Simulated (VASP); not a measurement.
# SiGe under changes of volume

One of the cells (21.717 Å³/atom); the others are scaled copies at fixed shape and fractional positions:

```
Ge Si
1.0
     3.93031    0.00000    0.00000
    -1.96515    3.40375    0.00000
     0.00000    0.00000    6.49350
Ge Si
2 2
Direct
  0.33333 0.66667 0.00039
  0.66667 0.33333 0.50039
  0.33333 0.66667 0.37461
  0.66667 0.33333 0.87461
```

The cell comes from a database or a generator and needn't be the stable form of this composition.

```yaml
Program: VASP 6.6.1
Functional: PBEsol
Potentials_or_basis: VASP PAW PBE potentials, release 64 (Ge_d, Si)
Cutoff: 520 eV
k_mesh: 8 × 8 × 4
Occupations: fermi-dirac, width 0.05 eV
Spin: no spin polarisation
```

```csv
volume (Å³/atom),energy over the lowest point (meV/atom),pressure (GPa),gap on the mesh (eV),largest force (eV/Å)
20.014,17.85,5.4,0.25,0.038
20.440,?,?,?,?
20.866,0.00,1.4,0.32,0.019
21.717,1.21,-1.8,0.35,0.002
22.143,7.75,-3.1,0.30,0.005
22.569,17.72,-4.3,0.25,0.012
```

**Question.** What does the run at 20.440 Å³/atom give?

**Answer.** Energy over the lowest point 6.27 meV/atom; pressure 3.3 GPa; gap on the mesh 0.28 eV; largest force 0.028 eV/Å.

Worked out: A Birch-Murnaghan fit of order 3 (a polynomial in V^(-2/3)) to the other rows has its minimum at 21.22 Å³/atom with B0 = V·E''(V) = 81 GPa and B' = 4.5 at fixed shape and positions, which overstates the stiffness. It gives 6.27 meV/atom at 20.440 Å³/atom, against the run's 6.27, and -dE/dV = 3.3 GPa, against 3.3. A parabola through the other rows of the gap, of slope 2.11 eV per unit of ln V there, gives 0.30 eV, against the run's 0.28.

Energies are extrapolated to zero smearing.

Caveats: the PAW data sets were made with another functional, which shifts forces and pressure a little.

A mesh can miss the band edges. Spin-orbit coupling on Ge is left out.
